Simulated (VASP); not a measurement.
Here is a VASP 6.6.1 calculation.

Contents of INCAR:

```
SYSTEM = NaF
PREC = Accurate ; ENCUT = 600
EDIFF = 1E-7 ; ISMEAR = 0
SIGMA = 0.02 ; LREAL = .FALSE.
LASPH = .TRUE. ; NELM = 80
ALGO = Fast ; ISIF = 3
LWAVE = .FALSE. ; LCHARG = .FALSE.
GGA = PS ; IBRION = 2
NSW = 90 ; EDIFFG = -0.005
```

File KPOINTS:

```
regular mesh
0
G
  8 8 8
  0 0 0
```

File POSCAR:

```
NaF
1.0
    0.0000000000      2.3200000000      2.3200000000
    2.3200000000      0.0000000000      2.3200000000
    2.3200000000      2.3200000000      0.0000000000
Na F
1 1
Direct
    0.0000000000      0.0000000000      0.0000000000
    0.5000000000      0.5000000000      0.5000000000
```

Potentials or basis: VASP PAW PBE potentials, release 64 (Na_pv, F).

The run is started by

```sh
$ cat potpaw_PBE.64/Na_pv/POTCAR potpaw_PBE.64/F/POTCAR > POTCAR
$ mpirun -np 1 vasp_std > vasp.out
```

Q: Predict the relaxed volume.

A: 12.36 Å³/atom.

Q: Predict the space group after relaxing (to 0.05 Å).

A: Fm-3m (No. 225).

Q: What does it give for the relaxed cell?

A: a = 3.270 Å, b = 3.270 Å, c = 3.270 Å, α = 60.00°, β = 60.00°, γ = 60.00°.

Final structure:
```
CELL_PARAMETERS angstrom
0.00000 2.31219 2.31219
2.31219 0.00000 2.31219
2.31219 2.31219 0.00000
ATOMIC_POSITIONS crystal
Na 0.00000 0.00000 0.00000
F 0.50000 0.50000 0.50000
```

Caveat: the PAW data sets were made with another functional, which shifts forces and pressure a little.
